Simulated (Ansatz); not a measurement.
Calculated ⁹⁵Mo NMR of the central transition for Te₂Mo

Cell: an entry of the Crystallography Open Database (COD) whose atoms were relaxed with PBE, the cell held.

```xyz
6
Lattice="3.5182 0.0000 0.0000 -1.7591 3.0469 0.0000 0.0000 0.0000 13.9736" Properties=species:S:1:pos:R:3 pbc="T T T"
Te    0.0000    2.0312    8.6648
Te    1.7591    1.0156    1.6780
Te    0.0000    2.0312   12.2956
Te    1.7591    1.0156    5.3088
Mo    0.0000    2.0312    3.4934
Mo    1.7591    1.0156   10.4802
```

Atom numbers follow the list; atoms alike are taken as one site, whose name carries the number of the first.

Computed with Ansatz: DFT, PBE, plane waves and PAW, scalar-relativistic, 420 eV cutoff, Γ-centred 14×14×3 k-points, Fermi–Dirac smearing 0.02 eV.

⁹⁵Mo has I = 5/2 and Q = -22.00 mb (Pyykkö 2018); at 28.2 T its Larmor frequency is ν₀ = 78.6 MHz (from the bare nuclear moment; shielding lowers the observed one by a per cent or two). Only the quadrupole interaction is simulated: positions count from each site's isotropic chemical shift, and J coupling is left out, as are shift anisotropy and dipolar coupling, which fast spinning averages.

**Question.** Give C_Q, η, the quadrupolar product P_Q = |C_Q|(1 + η²/3)^½, the second-order isotropic shift and the breadth of the pattern (fast magic-angle spinning) for each Mo site.

**Answer.** 

```
site     first shell  C_Q (MHz)     η  P_Q (MHz)  δ_QIS (ppm)  breadth (kHz)
  Mo  6 Te at 2.72 Å       3.41  0.00       3.41        -11.3           1.91
```

δ_QIS = −(ν_Q²/30ν₀²)[I(I+1) − 3/4](1 + η²/3) × 10⁶ ppm with ν_Q = 3|C_Q|/[2I(2I−1)]; it falls as 1/B₀² in ppm, and the breadth as 1/B₀ in kHz.

An axis of threefold or higher order runs through Mo, so V_zz lies along it and η is zero.

Without spin–orbit coupling the gradients at and beside Te can be off by some per cent, at some sites by more.

The relaxation (3 steps) took 38 s of wall time (38 s of CPU time) and 0.66 GiB at its peak, on 1 thread of Intel Xeon 6975P-C (Granite Rapids) (x86_64; 16 cores open to the job, memory cap 3.0 GiB, no GPU), a shared host with a load of 0.6 a core.
